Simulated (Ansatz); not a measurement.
# WS2: single point with PBEsol

WS2:

```
W S
1.0
     1.57900    0.91164    6.16333
    -1.57900    0.91164    6.16333
     0.00000   -1.82327    6.16333
W S
1 2
Cartesian
  0.0000 0.0000 0.0000
  0.0000 0.0000 13.8730
  0.0000 0.0000 10.7427
```

Measurements of this composition are mostly on another form, of space group No. 194.

```json
{
  "Program": "Ansatz 0.2.0",
  "Task": "single point",
  "Functional": "PBEsol",
  "Potentials or basis": "Ansatz PAW",
  "Cutoff": "420 eV (not typed: the program's choice for these potentials)",
  "k mesh": "7 × 7 × 7",
  "Occupations": "gaussian, width 0.05 eV",
  "Spin": "collinear spin, ferromagnetic start",
  "Starting moments": "[0.5, 0.0, 0.0] μB"
}
```

- Pressure: -0.6 GPa
- Largest force: 0.600 eV/Å
- Band gap on the k mesh: 1.09 eV, indirect (least direct gap 2.30 eV)
- Net moment: 0.00 μB per cell
- Absolute moment: 0.00 μB per cell

Forces on the atoms (eV/Å):
```
W    0.000  0.000 -0.600
S    0.000  0.000  0.229
S    0.000  0.000  0.371
```

Stress tensor (GPa, compression positive):
```
-0.97  0.00  0.00
 0.00 -0.97  0.00
 0.00  0.00  0.04
```

Levels at points of the mesh, in eV from the valence-band top:
Spin up:
| k point | band 10 | band 11 | band 12 | band 13 | band 14 | band 15 | band 16 | band 17 |
| --- | --- | --- | --- | --- | --- | --- | --- | --- |
| (0.00, 0.00, 0.00) | -2.27 | -2.27 | -1.54 | -1.21 | 2.20 | 2.20 | 2.56 | 2.56 |
Spin down:
```
           k point  band 9  band 10  band 11  band 12  band 13  band 14  band 15  band 16  band 17  band 18
(0.00, 0.00, 0.00)   -3.53    -2.27    -2.27    -1.54    -1.21     2.20     2.20     2.56     2.56     4.64
```

Run time: 3.9 s on 2 threads of Intel(R) Xeon(R) Platinum 8488C (Sapphire Rapids) (shared host), peak memory 0.46 GiB.

Caveat: odd divisions of the mesh miss points on the zone boundary, where band edges often lie, so the gap on the mesh can be too wide; spin-orbit coupling is left out, which moves the levels of the heavy elements; the PAW data sets come from PBE, with cores solved anew for the run's functional, which leaves a small shift of forces and pressure; the starting moments weren't kept. A k mesh can miss the band edges.
